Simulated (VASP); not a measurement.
Write the native input for VASP 6.6.1 that does the following.

- Task: work function
- Functional: RPBE
- Potentials or basis: VASP PAW PBE potentials, release 64 (Ta_pv, As)
- Cutoff: 520 eV
- k mesh: 6 × 6 × 1
- Occupations: fermi-dirac, width 0.05 eV
- Spin: no spin polarisation
- Dipole correction: yes
- Further INCAR settings: ALGO = Fast; EDIFF = 1e-06

The structure of TaAs lies in POSCAR:

```
TaAs
1.0
    3.4436267244      0.0000000000      0.0000000000
    0.0000000000      3.4436267244      0.0000000000
    0.0000000000      0.0000000000     24.7720569659
Ta As
4 4
Direct
    0.5000000000      0.5000000000      0.3027604857
    0.0000000000      0.5000000000      0.4211992077
    0.0000000000      0.0000000000      0.5396379297
    0.5000000000      0.0000000000      0.6580766517
    0.0000000000      0.0000000000      0.3419233483
    0.5000000000      0.0000000000      0.4603620703
    0.5000000000      0.5000000000      0.5788007923
    0.0000000000      0.5000000000      0.6972395143
```

One way to write it, as run:

INCAR

```
PREC     = Accurate       # precision mode
ENCUT    = 520            # plane-wave cutoff, eV
EDIFF    = 1E-6           # SCF threshold, eV
ISMEAR   = -1             # smearing method
SIGMA    = 0.05           # smearing width, eV
LREAL    = False          # projectors in reciprocal space
LASPH    = True           # aspherical terms in the spheres
NELM     = 100            # most SCF steps
ALGO     = Fast           # electronic algorithm
ISIF     = 2              # what is computed and relaxed
LWAVE    = False          # write WAVECAR
LCHARG   = True           # write CHGCAR
LDIPOL   = True         
IDIPOL   = 3            
DIPOL    = 0.5 0.5 0.500
GGA      = RP             # functional
LELF     = True           # ELF
LVHAR    = True         
LVACPOTAV= True
```

KPOINTS

```
regular mesh
0
Gamma
  6 6 1
```

Potentials or basis: VASP PAW PBE potentials, release 64 (Ta_pv, As).

Run with:

```sh
$ cat potpaw_PBE.64/Ta_pv/POTCAR potpaw_PBE.64/As/POTCAR > POTCAR
$ mpirun -np 1 vasp_std > vasp.out
```

It gave:

- Largest force: 0.963 eV/Å
- Band gap on the k mesh: none (metal or under the smearing width)
- Work function of the upper face: 4.88 eV
- Work function of the lower face: 4.26 eV

Caveat: the PAW data sets were made with another functional, which shifts forces and pressure a little.

Wall time 6 min on 1 thread of Intel(R) Xeon(R) Platinum 8488C (Sapphire Rapids), with other jobs on the host, peak memory 0.47 GiB.
